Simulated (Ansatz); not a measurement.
The system is Te2Mo.

```
Te Mo
1.0
     3.51820    0.00000    0.00000
    -1.75910    3.04685    0.00000
     0.00000    0.00000   13.97360
Te Mo
4 2
Direct
  0.66667 0.33333 0.37900
  0.33333 0.66667 0.87900
  0.66667 0.33333 0.12100
  0.33333 0.66667 0.62100
  0.66667 0.33333 0.75000
  0.33333 0.66667 0.25000
```

Base run:

```yaml
Program: Ansatz 0.2.0
Functional: BLYP
Potentials_or_basis: Ansatz PAW
Cutoff: "420 eV (not typed: the program's choice for these potentials)"
k_mesh: 9 × 9 × 2
Occupations: fermi-dirac, width 0.05 eV
Spin: no spin polarisation
```

Its results: band gap on the k mesh 0.82 eV, indirect (least direct gap 1.04 eV); pressure 9.1 GPa; largest force 0.460 eV/Å.

Q: The run is repeated on the same cell with these changes: functional from BLYP to revPBE. What comes out?

A: Band gap on the k mesh 0.80 eV, indirect (least direct gap 1.04 eV); pressure 4.3 GPa; largest force 0.234 eV/Å.

Caveats: the k mesh misses the band edges, so the gap on the mesh is wider than the one along the path; spin-orbit coupling is left out, which moves the levels of the heavy elements; this functional lacks dispersion, which binds the layers, so the pressure and a relaxed spacing across them are unreliable; the PAW data sets come from PBE, with cores solved anew for the run's functional, which leaves a small shift of forces and pressure.
